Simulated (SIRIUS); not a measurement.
# Ag in SIRIUS: convergence with k mesh

The system is Ag.

```
Ag
1.0
     2.93000    0.00000    0.00000
    -1.46500    2.53745    0.00000
     0.00000    0.00000    4.79000
Ag
2
Direct
  0.66667 0.33333 0.75000
  0.33333 0.66667 0.25000
```

This isn't the form of Ag at room conditions, which is fcc.

* Program: SIRIUS 7.12.0
* Task: convergence study
* Functional: PBEsol
* Potentials or basis: all-electron FP-LAPW
* Cutoff: 163 eV
* Basis: apw+lo standard
* k mesh: 2 × 2 × 1
* Occupations: fermi-dirac, width 0.05 eV
* Spin: no spin polarisation

These are the settings of the first run; the series varies k mesh, with any setting tied to it.

Hardware: 1 thread of Arm Neoverse V1, with other jobs on the host.

Problem. The values tried are 2 × 2 × 1, 3 × 3 × 2, 4 × 4 × 2, 6 × 6 × 4, 8 × 8 × 5, 10 × 10 × 6, 12 × 12 × 7, loosest first. From which on does the energy stay within 1 meV/atom of the tightest run that finished?

Solution. From 10 × 10 × 6 on.

```tsv
k mesh	energy less the tightest run, at zero smearing (meV/atom)	SCF cycles	CPU time (s)	peak memory (GiB)
2 × 2 × 1	1250.52	8	24	0.32
3 × 3 × 2	-106.12	8	26	0.32
4 × 4 × 2	59.09	8	27	0.33
6 × 6 × 4	15.08	8	33	0.36
8 × 8 × 5	12.29	8	38	0.38
10 × 10 × 6	-0.77	7	46	0.43
12 × 12 × 7	0.00	8	61	0.48
```

Meshes of other sizes hit other points, so gaps and Fermi surfaces needn't settle smoothly. The tightest run that finished is the yardstick and may itself not be fully converged.
